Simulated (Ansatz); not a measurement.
# BN: band gap under strain

How does strain move the band edges of BN (database structure), and do the functionals agree on it? States: no strain; -0.3 % strain along x alone; +4.1 % biaxial strain in x and y, z held.

Program: Ansatz 0.2.0. PAW datasets, plane waves. Calculated at 0 K for a non-magnetic cell.

## 1. Starting point

The unstrained cell was relaxed with r2SCAN+rVV10; in each strained cell the atoms were relaxed again with r2SCAN+rVV10. Names of k-points are those of the unstrained zone, where strain can split equivalent points. First state: no strain.

Space group R3m (No. 160), trigonal; conventional cell a = 2.500 Å, c = 9.760 Å, 8.81 Å³ an atom. B has 3 N at 1.44 Å; N has 3 B at 1.44 Å.

The structure in full:

```
B N
1.0
     2.48825    0.00278   -0.24449
    -1.23448    2.16042    0.24453
    -0.92498   -0.90878    3.31341
B N
1 1
Direct
  0.99103 0.99142 0.99384
  0.65712 0.32446 0.99297
```

## 2. No strain: PBE

input.yaml

```yaml
crystal:
  lattice:
    - [2.4882474397, 0.002778232, -0.2444864326]
    - [-1.234475066, 2.1604234412, 0.2445297637]
    - [-0.9249797325, -0.9087842203, 3.3134103186]
  atoms:
    - { symbol: B, position: [0.9910320811, 0.9914197586, -0.0061621998] }
    - { symbol: "N", position: [0.6571169189, 0.3244642414, 0.9929671998] }
kpoints:
  mp_grid: { grid: [12, 12, 12] }
  band_path:
    path:
      - [0.0, 0.0, 0.0]
      - [-0.3498629863, -0.3498629863, 0.3498361305]
      - [0.3498630853, -0.6501369147, -0.3498746098]
      - [0.5000000991, -0.4999999009, -0.5000000989]
      - [0.5000000991, -0.4999999009, -9.92e-08]
      - [0.3004652424, -0.6995347576, 0.1995194411]
      - [-0.3004651433, -0.3004651433, 0.8004420791]
      - [0.0, 0.0, 0.4999999998]
      - [4.95e-08, -0.4999999505, 0.4999807601]
      - [0.3403722137, -0.6596277863, 0.159615533]
      - [0.315104, 0.382812, 0.023437]
    npoints: 1
hamiltonian:
  xc: pbe
scf:
  occupations: { method: fermi_dirac, width: 0.02 }
  n_extra_bands: 4
output:
  forces: true
  stress: true
  eigenvalues: true
  write_density: true
  write_potential: true
  elf: true
  volumetric_format: npy
```

Launch:

```sh
ansatz run input.yaml --threads 4 --pin off --max-ram 4608MiB --backend cpu --events-out ev --progress --plain --runs-dir out
```

After this run come: No strain: r2SCAN; No strain: HSE06; No strain: G0W0@PBE; -0.3 % strain along x alone: PBE; -0.3 % strain along x alone: r2SCAN; -0.3 % strain along x alone: HSE06; -0.3 % strain along x alone: G0W0@PBE; +4.1 % biaxial strain in x and y, z held: PBE; +4.1 % biaxial strain in x and y, z held: r2SCAN; +4.1 % biaxial strain in x and y, z held: HSE06; +4.1 % biaxial strain in x and y, z held: G0W0@PBE.

Q: Predict the outcome of this session.

As calculated:

Least gap in eV (negative: overlap), with the change from the unstrained cell in brackets. G0W0 is on its own coarse mesh.

```
                                   state  volume change (%)           PBE        r2SCAN         HSE06          G0W0
                               no strain               +0.0          4.13          4.64          5.40          5.67
             -0.3 % strain along x alone               -0.3  4.14 (+0.01)  4.65 (+0.01)  5.40 (+0.00)  5.68 (+0.01)
+4.1 % biaxial strain in x and y, z held               +8.4  3.85 (-0.28)  4.35 (-0.29)  5.10 (-0.30)             –
```

With HSE06, of the states in the table +4.1 % biaxial strain in x and y, z held shifts the gap most, by -0.298 eV. PBE and HSE06 differ by 1.26 eV on the unstrained gap, and by at most 0.01 eV on its change: PBE follows the response to strain far better than the gap itself. No extrapolation in bands, cutoff or mesh was made for G0W0.
